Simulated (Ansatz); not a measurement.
## SnO2 (Cassiterite): band structure with PBE+D3(BJ)

The system is SnO2 (Cassiterite).

```
CELL_PARAMETERS angstrom
4.67397 0.00000 0.00000
0.00000 4.67397 0.00000
0.00000 0.00000 3.14343
ATOMIC_POSITIONS crystal
Sn 0.50000 0.50000 0.50000
Sn 0.00000 0.00000 0.00000
O 0.80710 0.19290 0.50000
O 0.69290 0.69290 0.00000
O 0.19290 0.80710 0.50000
O 0.30710 0.30710 0.00000
```

The cell isn't the ideal one: volume scaled by 0.96.

```yaml
Program: Ansatz 0.2.0
Task: band structure
Functional: PBE
Dispersion: D3(BJ)
Potentials_or_basis: Ansatz PAW
Cutoff: "420 eV (not typed: the program's choice for these potentials)"
k_mesh: 6 × 6 × 8
Occupations: gaussian, width 0.05 eV
Spin: no spin polarisation
Path: "[[\"G\", \"X\", \"M\", \"G\", \"Z\", \"R\", \"A\", \"Z\"], [\"X\", \"R\"], [\"M\", \"A\"]]"
Points_for_each_segment_of_the_path: 14
```

```json
{"Pressure": "18.2 GPa", "Largest force": "0.461 eV/Å", "Band gap on the k mesh": "1.77 eV, direct", "Band gap along the path": "1.77 eV, direct"}
```

Forces on the atoms (eV/Å):
```
Sn   0.000  0.000  0.000
Sn   0.000  0.000  0.000
O   -0.326  0.326  0.000
O    0.326  0.326  0.000
O    0.326 -0.326  0.000
O   -0.326 -0.326  0.000
```

Stress tensor (GPa, compression positive):
```
16.13  0.00  0.00
 0.00 16.13  0.00
 0.00  0.00 22.26
```

Levels at the corners of the path, in eV from the valence-band top:
```tsv
point	band 24	band 25	band 26	band 27	band 28	band 29
Γ	-0.81	-0.81	0.00	1.77	6.56	6.61
X	-1.16	-0.66	-0.66	4.91	4.91	7.36
M	-1.27	-0.94	-0.94	5.32	5.32	7.85
Γ	-0.81	-0.81	0.00	1.77	6.56	6.61
Z	-1.76	-1.32	-1.32	6.75	6.75	10.09
R	-1.17	-0.64	-0.64	7.04	7.04	8.44
A	-1.01	-0.88	-0.88	5.38	5.38	9.11
Z	-1.76	-1.32	-1.32	6.75	6.75	10.09
X	-1.16	-0.66	-0.66	4.91	4.91	7.36
R	-1.17	-0.64	-0.64	7.04	7.04	8.44
M	-1.27	-0.94	-0.94	5.32	5.32	7.85
A	-1.01	-0.88	-0.88	5.38	5.38	9.11
```

Wall time 31 s on 2 threads of Intel(R) Xeon(R) Processor @ 2.50GHz (Skylake/Cascade Lake), on a shared host, peak memory 0.45 GiB.

Caveat: so large a pressure means that the cell lies far from this level's equilibrium, or that cutoff or potentials fall short; the pressure holds a Pulay correction of +0.9 GPa for the finite cutoff; spin-orbit coupling is left out, which moves the levels of the heavy elements.
